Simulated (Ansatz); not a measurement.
Set up this calculation in Ansatz 0.2.0, as the native input.

* Task: single point
* Functional: RPBE
* Potentials or basis: all-electron LAPW, scalar-relativistic
* Cutoff: 179 eV (chosen from the basis error)
* Basis error allowed: 0.001 eV/atom
* k mesh: 8 × 8 × 8
* Occupations: gaussian, width 0.02 eV
* Spin: no spin polarisation

The system is PbS.

```xyz
2
Lattice="2.1127 1.2197 3.4519 -2.1127 1.2197 3.4519 0.0000 -2.4395 3.4519" Properties=species:S:1:pos:R:3 pbc="T T T"
Pb    0.0000    0.0000   10.1545
S     0.0000    0.0000    4.9193
```

The cell is a database's computed one.

One way to write it, as run:

input.yaml

```yaml
crystal:
  lattice:
    - [2.1126617058, 1.2197458045, 3.4519162518]
    - [-2.1126617058, 1.2197458045, 3.4519162518]
    - [0.0, -2.4394916091, 3.4519162518]
  atoms:
    - { symbol: Pb, position: [0.98056578, 0.98056578, 0.98056578] }
    - { symbol: S, position: [0.47503555, 0.47503555, 0.47503555] }
kpoints:
  mp_grid: { grid: [8, 8, 8] }
scf:
  occupations: { method: gaussian, width: 0.02 }
hamiltonian:
  xc: rpbe
  pseudopotentials: { kind: all_electron, lapw: { basis_error: 0.001 } }
output:
  forces: true
  stress: true
  eigenvalues: true
```

Potentials or basis: all-electron LAPW, scalar-relativistic.

Command:

```bash
$ ansatz run input.yaml --threads 1 --pin off --max-ram 3072MiB --backend cpu --events-out ev --progress --plain --runs-dir out
```

It gave:

```yaml
Pressure: 2.8 GPa
Largest_force: 0.024 eV/Å
Band_gap_on_the_k_mesh: 0.55 eV, direct
```

Caveat: spin-orbit coupling is left out, which as a rule narrows the gap of such compounds by several tenths of an eV.

It took 21 s on 1 thread of Arm Neoverse V2 (shared host), peak memory 0.32 GiB.
